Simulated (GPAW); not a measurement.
A run of GPAW 26.7.0 is set up as follows.

Contents of run.py:

```python
from ase import Atoms
from ase.calculators.mixing import SumCalculator
from ase.filters import FrechetCellFilter
from ase.io import write
from ase.optimize import BFGS
from dftd3.ase import DFTD3
from gpaw import GPAW, PW, setup_paths

setup_paths.insert(0, '.')

atoms = Atoms(['Ga', 'Ga', 'Ga', 'Ga'],
              cell=[[3.81695661, -2.32662955, 0.0],
                    [3.81695661, 2.32662955, 0.0],
                    [0.0, 0.0, 4.488254]],
              scaled_positions=[[0.66555049, 0.00968539, 0.25],
                                [0.00968539, 0.66555049, 0.75],
                                [0.33444951, 0.99031461, 0.75],
                                [0.99031461, 0.33444951, 0.25]],
              pbc=True)

calc = GPAW(mode=PW(600),
            xc='PBEsol',
            kpts={'size': (6, 6, 5), 'gamma': True},
            occupations={'name': 'fermi-dirac', 'width': 0.05},
            nbands=16,
            convergence={'density': 1e-05, 'forces': 0.0001},
            maxiter=150,
            txt='gpaw.txt')
atoms.calc = SumCalculator([calc, DFTD3(method='pbesol', damping='d3bj')])
opt = BFGS(FrechetCellFilter(atoms), trajectory='relax.traj', logfile='-')
done = opt.run(fmax=0.02, steps=60)
calc.write('gs.gpw')
write('result.traj', atoms)
print('Converged:', done)
print('Cell:', atoms.cell.cellpar().round(4))
print('Volume:', round(atoms.get_volume(), 4))
print(atoms.get_scaled_positions().round(5))
```

Potentials or basis: PAW data sets generated in the run's folder for this functional, pw.

Launch:

```sh
$ gpaw-setup -f PBEsol Ga
$ OMP_NUM_THREADS=1 python run.py
```

Problem. Predict the band gap on the k mesh.

Solution. None (metal or under the smearing width).

Problem. Predict the relaxed cell.

Solution. a = 4.447 Å, b = 4.447 Å, c = 4.464 Å, α = 90.00°, β = 90.00°, γ = 60.28°.

Step by step:
| step | energy change (eV) | largest force (eV/Å) | pressure (GPa) | volume (Å³) |
| --- | --- | --- | --- | --- |
| 1 | 0.0000 | 0.0399 | -1.70 | 79.72 |
| 2 | -0.0022 | 0.0407 | -1.58 | 79.54 |
| 3 | -0.0182 | 0.0744 | 0.47 | 76.86 |
| 4 | -0.0188 | 0.0660 | 0.34 | 77.00 |
| 5 | -0.0219 | 0.0480 | -0.06 | 77.38 |
| 6 | -0.0250 | 0.0912 | -0.21 | 77.43 |
| 7 | -0.0288 | 0.1281 | -0.15 | 77.16 |
| 8 | -0.0312 | 0.1144 | 0.04 | 76.77 |
| 9 | -0.0324 | 0.0518 | 0.15 | 76.62 |
| 10 | -0.0329 | 0.0138 | 0.09 | 76.67 |
| 11 | -0.0330 | 0.0191 | 0.00 | 76.75 |
| 12 | -0.0332 | 0.0208 | -0.09 | 76.84 |
| 13 | -0.0334 | 0.0185 | -0.16 | 76.90 |
| 14 | -0.0337 | 0.0109 | -0.21 | 76.90 |
| 15 | -0.0339 | 0.0037 | -0.15 | 76.79 |
| 16 | -0.0340 | 0.0046 | -0.04 | 76.67 |

Caveat: later steps reuse the first step's grids; pairwise dispersion overbinds metals, which lowers pressure and volume.
